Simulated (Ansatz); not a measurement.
# MoS2 (R3m) in Ansatz: notebook

The runs below take MoS2 through relaxation of cell and atoms, with PBEsol, RPBE, revPBE.

Everything below comes from runs of Ansatz 0.2.0. Logs are shortened: lines on timing, memory, paths and dates and some standing lists are left out, and cuts for length are marked.

**1. Starting point**

It takes space group R3m (No. 160, trigonal). The conventional cell has a = 3.160 Å, b = 3.160 Å, c = 18.450 Å, α = 90.00°, β = 90.00°, γ = 120.00°. Mo (site symmetry 3m) has 6 S at 2.39 Å as nearest neighbours. S (site symmetry 3m) has 3 Mo at 2.39 Å as nearest neighbours. S (site symmetry 3m) is surrounded by 3 Mo at 2.39 Å.

Measurements of this composition are mostly on another form, of space group No. 194.

**2. Relaxation of cell and atoms, PBEsol**

Input file input.yaml:

```yaml
crystal:
  lattice:
    - [1.58, 0.9122134253, 6.15]
    - [-1.58, 0.9122134253, 6.15]
    - [0.0, -1.8244268506, 6.15]
  atoms:
    - { symbol: Mo, position: [0.0, 0.0, 0.0] }
    - { symbol: S, position: [0.417, 0.417, 0.417] }
    - { symbol: S, position: [0.25, 0.25, 0.25] }
hamiltonian:
  xc: pbesol
  pseudopotentials: { kind: paw }
kpoints:
  mp_grid: { grid: [10, 10, 10] }
scf:
  occupations: { method: fermi_dirac, width: 0.05 }
output:
  forces: true
  stress: true
  eigenvalues: true
relax:
  f_tol: 0.01
  max_steps: 40
  cell: { stress_tol: 0.05 }
```

Potentials or basis: Ansatz PAW.

Run with:

```
$ ansatz run input.yaml --threads 2 --pin off --max-ram 5632MiB --backend cpu --events-out ev --progress --plain --runs-dir out
```

Output:

```text
Warning: RAYON_NUM_THREADS=2 ignored (pool sized by the plan → 2); use --threads N
basis.fft_grid_basis auto: the FFT boxes are laid along the combinations [[1, 0, -1], [0, 1, -1], [0, 0, 1]] of the cell's own vectors, 3.160, 3.160 and 6.415 Å long. The dense box has 24×24×45 points. Along the cell's own vectors, as sized, it would have 45×45×45, 3.52 times as many. Of the 6 symmetry operations that the crystal satisfies within crystal.symmetry.tolerance (time reversal apart; of a slab, those that keep its plane) the dense box along the cell's own vectors carries 6, and the one as laid loses 4 of those. basis.fft_grid_basis: typed keeps the cell's own vectors: state it where this run's energies or levels are differenced outside the engine with another run's, or held beside a run that keeps those vectors.
Engine: ansatz 0.2.0, x86_64-unknown-linux-gnu
Pseudopotentials: kind: paw
Pseudopotential: Mo, paw, valence charge 14, recommended cutoff 420 eV (normal), Mo.paw.azcp
Pseudopotential: S, paw, valence charge 6, recommended cutoff 420 eV (normal), S.paw.azcp
Functional definition: PBEsol
  exchange = pbesol_x
  correlation = pbesol_c
Crystal: 3 atoms, lattice volume = 53.184 Å³
Basis set: ecut = 420 eV, 1011 PW (Γ), FFT grids on a1−a3, a2−a3, a3, exchange–correlation on 48×48×90 points (8 copies of the dense FFT grid, shifted against one another)
Bands: 17, of which v1, the nominal top of the filled ones, is band 13 counted from 1 (12 counted from 0)
Symmetry: 6 space group operations
Space group: R3m (ITA 160), of the structure as read, at distance tolerance 3.8e-5 Å
k-points: 116 of 1000 (time reversal used)
Non-local potential: Mo, projectors of the file, l = 0: 3, l = 1: 2, l = 2: 2, l = 3: 1
Non-local potential: S, projectors of the file, l = 0: 2, l = 1: 2, l = 2: 2
PAW form: soft (Blöchl's): semilocal exchange-correlation on the pseudo side does not see the compensation charge
PAW frozen core: Mo, regenerated for the run's functional, and the local potential with it (the file was generated under x = pbe(κ = 0.804, μ = 0.2195149727645171), c = pbe(β = 0.06672455060314922))
PAW frozen core: S, regenerated for the run's functional, and the local potential with it (the file was generated under x = pbe(κ = 0.804, μ = 0.2195149727645171), c = pbe(β = 0.06672455060314922))
PAW one-centre angular grid: Mo, 590 points (default); XC on 64 Gauss nodes
PAW one-centre angular grid: S, 110 points (default); XC on 64 Gauss nodes
Initial density: superposition of atomic densities (neutral atoms: chi_scale 0, normalization atom), corrected by the library's trained network
Initial wavefunctions: pseudopotential atomic-orbital guess
Functional: x = pbesol(κ = 0.804, μ = 0.12345679012345678), c = pbesol(β = 0.046)
SCF iter   1: F=—  HF=-6670.159579 eV  |F-HF|=—  |Δ(HF+E_count)|=         —  Δρ=6.68e-3  dr2=1.62e-2  ethr=1.77e-3  ⟨swp⟩=5.9  Hψ=10891  notcnv=0
preconditioner: auto → none  [insulator: Δε(μ)=0.905 eV  Ē_g=8.227 eV  σ=0.050 eV  W_gap=1.00  n_scr=16 (ndim 8)  ℏωp=21.6 eV  f_vac=0.016  D(μ)=0.00/eV (n_scr^D=0)  ε∞_Penn≈7.9]
SCF iter   2: F=—  HF=-6670.164823 eV  |F-HF|=—  |Δ(HF+E_count)|=   5.24e-3  Δρ=5.26e-3  dr2=3.17e-2  ethr=6.24e-5  ⟨swp⟩=2.1  Hψ=4226  notcnv=0
SCF iter   3: F=—  HF=-6670.162714 eV  |F-HF|=—  |Δ(HF+E_count)|=   2.11e-3  Δρ=3.46e-3  dr2=1.27e-2  ethr=6.24e-5  ⟨swp⟩=2.0  Hψ=3251  notcnv=0
SCF iter   4: F=—  HF=-6670.161868 eV  |F-HF|=—  |Δ(HF+E_count)|=   8.46e-4  Δρ=1.57e-3  dr2=1.84e-3  ethr=4.88e-5  ⟨swp⟩=1.0  Hψ=1972  notcnv=0
SCF iter   5: F=—  HF=-6670.161864 eV  |F-HF|=—  |Δ(HF+E_count)|=   4.19e-6  Δρ=4.26e-4  dr2=1.53e-4  ethr=7.07e-6  ⟨swp⟩=1.4  Hψ=2068  notcnv=0
SCF iter   6: F=—  HF=-6670.161866 eV  |F-HF|=—  |Δ(HF+E_count)|=   2.69e-6  Δρ=1.03e-4  dr2=6.68e-6  ethr=5.89e-7  ⟨swp⟩=2.0  Hψ=2633  notcnv=0
SCF iter   7: F=—  HF=-6670.161865 eV  |F-HF|=—  |Δ(HF+E_count)|=   8.85e-7  Δρ=3.00e-5  dr2=2.30e-7  ethr=2.57e-8  ⟨swp⟩=2.1  Hψ=2860  notcnv=0
SCF iter   8: F=-6670.161866 eV  HF=-6670.161866 eV  |F-HF|=6.33e-9  |Δ(HF+E_count)|=   2.10e-7  Δρ=4.71e-6  dr2=7.62e-9  ethr=3.85e-10  ⟨swp⟩=5.9  Hψ=9270  notcnv=0
SCF 1 converged in 8 iterations: F = -6670.161866 eV  dr2 = 7.62e-9
relax step   1: F+E_penalty+E_count = -6670.16186554 eV  Δ(F+E_penalty+E_count) = +0.000e0 eV  max|allowed force component| = 2.595e-1 eV/Å  Δτ_max = 0.0000 Å  P = +0.342 GPa  Ω = 53.184 Å³  (8 SCF iters, dr2 threshold 1.00e-7 eV, accepted)
Crystal: 3 atoms, lattice volume = 52.097 Å³
Basis set: ecut = 420 eV, 999 PW (Γ), FFT grids on a1−a3, a2−a3, a3, exchange–correlation on 48×48×90 points (8 copies of the dense FFT grid, shifted against one another)
Initial density: handed on by an earlier stage of this run
Initial wavefunctions: those handed on with the density
iter 1 solved again at ethr=5.04e-5 eV; its pass at ethr=3.10e-3 eV (dr2=1.31e-2 eV) is discarded
SCF iter   1: F=—  HF=-6670.159367 eV  |F-HF|=—  |Δ(HF+E_count)|=         —  Δρ=2.97e-3  dr2=1.56e-2  ethr=5.04e-5  ⟨swp⟩=1.2  Hψ=12425  notcnv=0
preconditioner: auto → none  [insulator: Δε(μ)=0.934 eV  Ē_g=8.260 eV  σ=0.050 eV  W_gap=1.00  n_scr=16 (ndim 8)  ℏωp=21.8 eV  f_vac=0.010  D(μ)=0.00/eV (n_scr^D=0)  ε∞_Penn≈8.0]
[... 55 lines left out ...]
SCF iter   6: F=—  HF=-6670.167958 eV  |F-HF|=—  |Δ(HF+E_count)|=   1.51e-7  Δρ=6.68e-6  dr2=4.18e-8  ethr=2.05e-9  ⟨swp⟩=2.0  Hψ=2585  notcnv=0
SCF iter   7: F=-6670.167958 eV  HF=-6670.167958 eV  |F-HF|=1.89e-10  |Δ(HF+E_count)|=   5.40e-9  Δρ=1.34e-6  dr2=7.63e-10  ethr=2.59e-11  ⟨swp⟩=3.3  Hψ=8165  notcnv=0
SCF 6 converged in 7 iterations: F = -6670.167958 eV  dr2 = 7.63e-10
relax step   6: F+E_penalty+E_count = -6670.16795795 eV  Δ(F+E_penalty+E_count) = -2.149e-5 eV  max|allowed force component| = 3.925e-4 eV/Å  Δτ_max = 0.0038 Å  P = +0.003 GPa  Ω = 53.725 Å³  energy of the carried Pulay correction = -4.356e-5 eV  (7 SCF iters, dr2 threshold 6.75e-9 eV, accepted)
Initial wavefunctions: pseudopotential atomic-orbital guess (no wavefunctions were taken with the density)
iter 1 solved again at ethr=2.69e-7 eV; its pass at ethr=3.10e-3 eV (dr2=7.00e-5 eV) is discarded
SCF iter   1: F=—  HF=-6670.167987 eV  |F-HF|=—  |Δ(HF+E_count)|=         —  Δρ=5.39e-5  dr2=6.06e-8  ethr=2.69e-7  ⟨swp⟩=3.1  Hψ=16847  notcnv=0
eigensolver tolerance schedule: the retry pair's looser diagonalisation over-reported the residual by 1154.06 of it (diagonalisation noise at 0.11 of the residual, at the tolerance the schedule requests for it); recorded, not acted on — ethr = c·dr2/N_el stays at c = 1.0e-1
preconditioner: auto → none  [insulator: Δε(μ)=1.025 eV  Ē_g=8.232 eV  σ=0.050 eV  W_gap=1.00  n_scr=16 (ndim 8)  ℏωp=21.5 eV  f_vac=0.019  D(μ)=0.00/eV (n_scr^D=0)  ε∞_Penn≈7.8]
SCF iter   2: F=—  HF=-6670.168007 eV  |F-HF|=—  |Δ(HF+E_count)|=   2.05e-5  Δρ=2.67e-5  dr2=1.78e-8  ethr=2.33e-10  ⟨swp⟩=2.7  Hψ=3772  notcnv=0
SCF iter   3: F=—  HF=-6670.168010 eV  |F-HF|=—  |Δ(HF+E_count)|=   2.27e-6  Δρ=9.34e-6  dr2=1.44e-7  ethr=6.85e-11  ⟨swp⟩=2.4  Hψ=3477  notcnv=0  recentre
SCF iter   4: F=—  HF=-6670.168010 eV  |F-HF|=—  |Δ(HF+E_count)|=   2.11e-8  Δρ=2.33e-6  dr2=1.10e-9  ethr=6.85e-11  ⟨swp⟩=2.8  Hψ=3734  notcnv=0
SCF iter   5: F=—  HF=-6670.168010 eV  |F-HF|=—  |Δ(HF+E_count)|=   1.07e-8  Δρ=1.11e-6  dr2=2.91e-10  ethr=4.22e-12  ⟨swp⟩=2.1  Hψ=2661  notcnv=0
SCF iter   6: F=-6670.168010 eV  HF=-6670.168010 eV  |F-HF|=5.83e-10  |Δ(HF+E_count)|=   2.36e-9  Δρ=4.89e-7  dr2=2.21e-11  ethr=1.00e-12  ⟨swp⟩=5.2  Hψ=10432  notcnv=0
SCF 7 converged in 6 iterations: F = -6670.168010 eV  dr2 = 2.21e-11
relax step   7: F+E_penalty+E_count = -6670.16800955 eV  Δ(F+E_penalty+E_count) = -5.160e-5 eV  max|allowed force component| = 4.084e-4 eV/Å  Δτ_max = 0.0000 Å  P = +0.004 GPa  Ω = 53.725 Å³  stress off target by 1.18e-2 GPa  SCF on the basis re-selected at this cell (its energy is not comparable with the rows above)  (6 SCF iters)
basis re-selected at this cell: Δ(F+E_penalty+E_count) = -5.160e-5 eV, ΔP = +0.001 GPa vs the last step (what re-selecting the basis moved, of the pressure what is left beyond the Pulay correction that the steps carried, after the strain that the cell walked since its last selection, with what the two solves' SCF thresholds leave and, on support functions, any second-order correction that the steps lacked; it is no measure of the basis error at this ecutwfc). This SCF's stress stands 1.18e-2 GPa from its target on what of the cell is left free (relax.cell.stress_tol is 5.00e-2 GPa) and its largest allowed force component is 4.08e-4 eV/Å (relax.f_tol is 1.00e-2 eV/Å): within both
SCF converged after 6 iterations
Free energy (F): -6670.168010 eV
Harris-Foulkes:  -6670.168010 eV  (|F-HF|=5.83e-10)
Internal energy: -6670.168009 eV  (E = F + TS)
E sigma→0 (E₀):  -6670.168009 eV
Entropy (-TS):   -0.000000 eV (-0.000 meV/atom)
Fermi energy:    11.150711 eV
--- Per-component energies (eV) ---
  E_band       = -160.102527
  E_kinetic    = 656.660432
  E_local      = -2056.474995  (includes V_loc(G=0)·N_el)
  E_nonlocal   = 201.443317
  E_hartree    = 798.891736
  E_xc         = -375.825636
  E_vxc        = -404.772264  (∫ρ·V_xc dr)
  E_paw        = -4311.917254  (= ΣΔE_a)
  E_vpaw       = -154.742438  (= ΣTr[D̂ρ^β])
  E_aug_tail   = 0.000030  (compensation charges beyond the density's cutoff)
  E_ewald      = -1583.278836
  E_core_change = 0.333198  (= ΣΔE_core)
  E_smearing   = -0.000000  (= −TS)
  E_closure    = 0.000000  (closes the sum)
  Σ components = -6670.168010   (vs F -6670.168010, Δ=0.00e0)
--- Forces (eV/Å), atoms counted from 1 ---
  atom   1  Mo     0.00000000    -0.00000000    -0.00023470
  atom   2  S      0.00000000     0.00000000    -0.00017249
  atom   3  S      0.00000000    -0.00000000     0.00040905
  max |Σ_I F_I| component: 1.86e-6 eV/Å
--- Stress (GPa, compression-positive) ---
       -0.000399       0.000000       0.000000
        0.000000      -0.000399       0.000000
        0.000000       0.000000       0.011822
  P = ⅓ Tr σ = 0.0037 GPa (0.037 kbar)
--- Band table (eV; the first three rows and the last of 116) ---
  k-point 0: bands = ["-50.6362", "-24.8431", "-24.5789", "-24.5789", "-4.2757", "-2.6335", "3.8310", "7.4475", "7.4475", "8.5872", "8.5872", "9.3660", "9.5276", "12.9066", "12.9066", "13.2757", "13.2757"]
  k-point 1: bands = ["-50.6319", "-24.8347", "-24.6212", "-24.5885", "-4.1164", "-2.5802", "4.0151", "7.1131", "7.6126", "7.9856", "8.3432", "9.4648", "9.6971", "12.7547", "12.8124", "13.0949", "13.1774"]
  k-point 2: bands = ["-50.6207", "-24.8127", "-24.7306", "-24.6134", "-3.6724", "-2.4319", "4.4466", "6.4211", "7.0593", "7.8180", "8.0593", "9.3044", "9.4865", "12.0732", "12.7584", "13.0769", "13.6786"]
  k-point 115: bands = ["-50.6362", "-24.8431", "-24.5789", "-24.5789", "-4.0662", "-2.9887", "4.7082", "7.2771", "7.4367", "7.4367", "8.6085", "8.6085", "10.6861", "12.9821", "12.9821", "13.1700", "13.1700"]
--- Relaxed structure (6 steps of the walk, 5 accepted, 1 SCFs on fresh bases) ---
  F+E_penalty+E_count = -6670.16800955 eV   max|allowed force component| = 4.084e-4 eV/Å   (the final SCF, on the basis selected at the relaxed cell)
  cell:  # Å, volume = 53.7248 Å³
    - [1.571576011037671, 0.9073498330245571, 6.279328213848472]
    - [-1.571576011037671, 0.9073498330245571, 6.279328213848472]
    - [8.538476808751072e-35, -1.8146996660491141, 6.279328213848472]
  atoms:
    - { symbol: Mo, position: [0.00010146732819533175, 0.00010146732819533175, 0.00010146732819533172] }
    - { symbol: S, position: [0.41615812539739155, 0.41615812539739155, 0.41615812539739155] }
    - { symbol: S, position: [0.2507404072744131, 0.2507404072744131, 0.2507404072744131] }
```

It took 35 s on 2 threads of AMD EPYC 7R43 (Zen 3), shared host; peak memory 0.5 GiB.

What came out:

```yaml
Free_energy: -6670.1680 eV
Relaxed_volume: 17.91 Å³/atom
Relaxed_cell: a = 6.536 Å, b = 6.536 Å, c = 6.536 Å, α = 27.82°, β = 27.82°, γ = 27.82°
Space_group_after_relaxing_to_0.05_Å: R3m (No. 160)
Energy_gained_by_relaxing: 2.0 meV/atom
Ionic_steps: 6
Pressure_after_relaxing: 0.0 GPa
Band_gap_on_the_k_mesh: 1.02 eV, indirect (least direct gap 2.02 eV)
```

Step by step:
```csv
step,energy change (eV),largest force (eV/Å),volume (Å³)
1,0.0000,0.2595,53.18
2,-0.0054,0.0162,53.12
3,-0.0059,0.0031,53.34
4,-0.0061,0.0096,53.62
5,-0.0061,0.0004,53.72
6,-0.0061,0.0004,53.72
```

Final structure:
```
CELL_PARAMETERS angstrom
1.57158 0.90735 6.27933
-1.57158 0.90735 6.27933
0.00000 -1.81470 6.27933
ATOMIC_POSITIONS crystal
Mo 0.00010 0.00010 0.00010
S 0.41616 0.41616 0.41616
S 0.25074 0.25074 0.25074
```

Levels at points of the mesh, in eV from the valence-band top:
```
              k point  band 10  band 11  band 12  band 13  band 14  band 15  band 16  band 17
   (0.00, 0.00, 0.00)    -2.10    -2.10    -1.32    -1.16     2.22     2.22     2.59     2.59
  (0.00, 0.00, -0.50)    -3.85    -2.30    -1.44    -1.38     1.79     2.19     3.55     3.66
 (0.00, -0.50, -0.50)    -3.80    -2.81    -1.59    -1.21     1.76     2.32     3.10     4.02
(-0.50, -0.50, -0.50)    -3.25    -2.08    -2.08     0.00     2.30     2.30     2.48     2.48
```

Caveat: the plane-wave basis is chosen anew once the cell has moved, so the energies of steps on either side of that aren't comparable; the PAW data sets come from PBE, with cores solved anew for the run's functional, which leaves a small shift of forces and pressure. Zero-point motion and thermal expansion aren't in these numbers.

[end of part 1 of 2]
